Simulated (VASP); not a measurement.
Ba: single point with BLYP

Ba:

```xyz
3
Lattice="7.5873 0.0000 0.0000 -3.7936 6.5708 0.0000 0.0000 0.0000 4.5261" Properties=species:S:1:pos:R:3 pbc="T T T"
Ba    3.7936    6.5708    4.5261
Ba    0.0000    4.3805    2.2631
Ba    3.7936    2.1903    2.2631
```

This isn't the form of Ba at room conditions, which is bcc.

```json
{"Program": "VASP 6.6.1", "Task": "single point", "Functional": "BLYP", "Potentials or basis": "VASP PAW PBE potentials, release 64 (Ba_sv)", "Cutoff": "520 eV", "k mesh": "6 × 6 × 8", "Occupations": "fermi-dirac, width 0.1 eV", "Spin": "no spin polarisation", "Dipole correction": "no", "Further INCAR settings": "ALGO = Fast; EDIFF = 1e-06; NBANDS = 22"}
```

- Pressure: -0.7 GPa
- Band gap on the k mesh: none (metal or under the smearing width)

Levels at points of the mesh, in eV from the Fermi level:
```csv
k point,band 12,band 13,band 14,band 15,band 16,band 17,band 18,band 19
"(0.00, 0.00, 0.00)",-14.34,-2.59,-0.28,0.36,0.37,0.37,0.40,0.40
"(0.50, 0.00, 0.00)",-14.35,-1.50,-1.46,-0.83,0.58,0.63,0.66,0.89
"(0.00, 0.00, 0.50)",-14.38,-0.79,-0.26,-0.23,-0.23,-0.02,-0.02,1.30
"(0.50, 0.00, 0.50)",-14.37,-0.59,-0.59,-0.09,0.21,0.39,0.48,0.75
```

Wall time 2.4 min on 1 thread of Intel(R) Xeon(R) Platinum 8488C (Sapphire Rapids) (shared host), peak memory 0.38 GiB.

Caveat: the PAW data sets were made with another functional, which shifts forces and pressure a little. The run has no spin-orbit coupling, so splittings on Ba are missing.
